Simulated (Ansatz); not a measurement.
Born–Oppenheimer molecular dynamics of a periodic cell of 19 atoms, Al (surface Al(111), adsorbate Al). It starts from a relaxed structure.

Theory: DFT PBE-D3(BJ), scalar-relativistic, plane waves, PAW (Ansatz 0.2.0). Settings: cutoff 420 eV, k mesh 3x2x1, fermi-dirac smearing 0.1 eV, no spin polarisation.

* ensemble: NVE (velocity Verlet)
* time step: 3 fs
* steps asked: 110
* starting velocities drawn for: 1400 K
* atoms held: 1 to 6
* seed: 655268

First frame:

```xyz
19
Lattice="5.7276 0.0000 0.0000 4.2957 7.4403 0.0000 0.0000 0.0000 16.6765" Properties=species:S:1:pos:R:3
Al 1.432 0.827 1.000
Al 4.296 0.827 1.000
Al 2.864 3.307 1.000
Al 5.728 3.307 1.000
Al 4.296 5.787 1.000
Al 7.160 5.787 1.000
Al 0.003 1.642 3.331
Al 2.870 1.648 3.323
Al 1.426 4.135 3.312
Al 4.300 4.130 3.324
Al 2.870 6.615 3.321
Al 5.728 6.613 3.323
Al 0.015 0.001 5.715
Al 2.874 0.066 5.625
Al 1.422 2.481 5.688
Al 4.314 2.461 5.661
Al 2.885 4.928 5.634
Al 5.690 4.926 5.623
Al 7.123 5.820 7.745
```

Q: What does the run give?

A: All steps were run.

| Quantity | Value |
| --- | --- |
| steps done | 110 |
| time covered | 330 fs |
| mean temperature over the second half | 619 K |
| spread of the potential energy over the second half | 13.9 meV per atom |
| mean potential energy of the second half above the start | 69.3 meV per atom |

The conserved energy stayed within 0.41 meV per atom of its start (net change 0.22 meV per atom), so the integration is sound. The temperature averaged 0.44 of the 1400 K drawn at the start: a run that starts near a minimum puts about half its kinetic energy into the potential. A run of 0.33 ps of so small a system gives no equilibrium averages. Limits of this set-up: coarse k mesh, thin slab, slab without dipole correction.

Q: What happens to the structure?

A: Mean squared displacements from the first frame to the last: Al 0.37 Å². This is one draw of velocities; another would differ in detail.

Q: How do temperature and energy run in time?

A: 
```csv
time (fs),T (K),potential energy less start (eV),conserved less start (meV/atom)
0.0,1400,0.000,0.00
27.0,460,1.588,0.41
54.0,740,1.112,0.14
81.0,817,0.984,0.22
108.0,854,0.921,0.18
135.0,611,1.330,0.26
162.0,797,1.017,0.17
189.0,672,1.228,0.23
216.0,413,1.663,0.25
243.0,544,1.444,0.26
270.0,887,0.865,0.16
297.0,543,1.445,0.28
324.0,543,1.443,0.21
```

Run time: 10 min on 1 thread of Arm Neoverse V2, on a shared host, peak memory 0.72 GiB.
